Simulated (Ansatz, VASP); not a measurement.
# HfO2: VASP beside Ansatz

INCAR

```
ALGO     = Normal         # electronic algorithm
EDIFF    = 1E-6           # SCF threshold, eV
ENCUT    = 520            # plane-wave cutoff, eV
GGA      = PS             # functional
ISIF     = 2              # what is computed and relaxed
ISMEAR   = 0              # smearing method
LASPH    = T              # aspherical terms in the spheres
LCHARG   = T              # write CHGCAR
LELF     = T              # ELF
LREAL    = F              # projectors in reciprocal space
LVHAR    = T            
LWAVE    = F              # write WAVECAR
NBANDS   = 18             # bands
NELM     = 80             # most SCF steps
PREC     = Accurate       # precision mode
SIGMA    = 0.05           # smearing width, eV
```

File KPOINTS:

```
k-points
0
Gamma
  8 8 8
```

Contents of POSCAR:

```
HfO2
1.0
    0.0692069706      2.6011693112      2.6011693112
    2.6011693112      0.0692069706      2.6011693112
    2.6011693112      2.6011693112      0.0692069706
Hf O
1 2
Direct
    0.0000000000      0.0000000000      0.0000000000
    0.2500000000      0.2500000000      0.2500000000
    0.7500000000      0.7500000000      0.7500000000
```

Input for Ansatz:

```yaml
crystal:
  lattice:
    - [0.0692069706, 2.6011693112, 2.6011693112]
    - [2.6011693112, 0.0692069706, 2.6011693112]
    - [2.6011693112, 2.6011693112, 0.0692069706]
  atoms:
    - { symbol: Hf, position: [0.0, 0.0, 0.0] }
    - { symbol: O, position: [0.25, 0.25, 0.25] }
    - { symbol: O, position: [0.75, 0.75, 0.75] }
basis:
  ecutwfc: 520.0
kpoints:
  mp_grid: { grid: [8, 8, 8] }
hamiltonian:
  xc: pbesol
  pseudopotentials: { kind: paw, azcp: { folder: soft_1 } }
scf:
  occupations: { method: gaussian, width: 0.05 }
output:
  forces: true
  stress: true
  eigenvalues: true
```

Alike in both runs: task single point; functional PBEsol; k mesh 8 × 8 × 8; occupations gaussian, width 0.05 eV; no spin polarisation.

|  | VASP | Ansatz |
| --- | --- | --- |
| version | VASP 6.6.1 | Ansatz 0.2.0 |
| potentials or method | VASP PAW PBE potentials, release 64 (Hf_pv, O) | scalar-relativistic, plane waves, PAW |
| plane-wave cutoff (eV) | 520 | 520 |
| valence electrons in the cell | 22 | 38 |

|  | VASP | Ansatz | Ansatz less VASP |
| --- | --- | --- | --- |
| gap on the k mesh at the Fermi level (eV) | 3.59 | 3.58 | -0.009 |
| least direct gap on the mesh (eV) | 3.59 | 3.58 | -0.009 |
| pressure (GPa) | -15.2 | -11.9 | +3.32 |
| largest component of the traceless stress (GPa) | 1.60 | 1.71 | +0.108 |
| rms of the force components (eV/Å) | 0.078 | 0.091 | +0.0126 |

Atom by atom the forces differ by 0.013 eV/Å (rms over components). The two sets of potentials don't hold the same shells in valence. Ansatz warned: «pseudo_functional_mismatch».

Caveats: so large a pressure means that the cell lies far from this level's equilibrium, or that cutoff or potentials fall short (VASP); the potentials were made for another functional, which shifts forces and pressure (VASP); spin-orbit coupling is left out, which moves the levels of the heavy elements. A k mesh can miss the band edges.
